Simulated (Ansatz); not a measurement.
# TiSi: the cost of one run

Computed with Ansatz 0.2.0 (DFT PBE, scalar-relativistic, plane waves, PAW, unless a step's input says otherwise).

## (1) Starting point

The structure is tetragonal, space group P4/mmm (No. 123). Conventional cell: a = 2.847 Å, b = 2.847 Å, c = 3.731 Å, α = 90.00°, β = 90.00°, γ = 90.00°. Ti (site symmetry 4/mmm) is surrounded by 8 Si at 2.74 Å and 4 Ti at 2.85 Å. Si (site symmetry 4/mmm) has 8 Ti at 2.74 Å as nearest neighbours.

As a file:

```
CELL_PARAMETERS angstrom
2.84668 0.00000 0.00000
0.00000 2.84668 0.00000
0.00000 0.00000 3.73118
ATOMIC_POSITIONS crystal
Ti 0.50000 0.50000 0.50000
Si 0.00000 0.00000 0.00000
```

This is candidate A: CuAu (L1_0) type (P4/mmm, No. 123).

(A quick probe on a coarse mesh, which set the mesh and smearing, is not shown.)

## (3) Rough relaxation on the coarse mesh (candidate A)

File input.yaml:

```yaml
crystal:
  lattice:
    - [2.846676884, 0.0, 0.0]
    - [0.0, 2.846676884, 0.0]
    - [0.0, 0.0, 3.7311800586]
  atoms:
    - { symbol: Ti, position: [0.5, 0.5, 0.5] }
    - { symbol: Si, position: [0.0, 0.0, 0.0] }
basis:
  ecutwfc: 420
kpoints:
  mp_grid: { grid: [6, 6, 6] }
hamiltonian:
  xc: pbe
scf:
  occupations: { method: gaussian, width: 0.1 }
  lower_state_search: "off"
output:
  forces: true
  stress: true
  eigenvalues: true
relax:
  adjacent_minimum: "off"
  f_tol: 0.04
  max_steps: 70
  cell: { stress_tol: 0.4 }
```

Started as:

```
ansatz run input.yaml --threads 1 --pin off --max-ram 2560MiB --backend cpu --events-out ev --progress --plain --runs-dir out
```

Q: Estimate wall time and peak memory on 1 thread of Intel Xeon Platinum 8488C (Sapphire Rapids), shared host.

About 6.3 s, with a peak of 0.35 GiB.
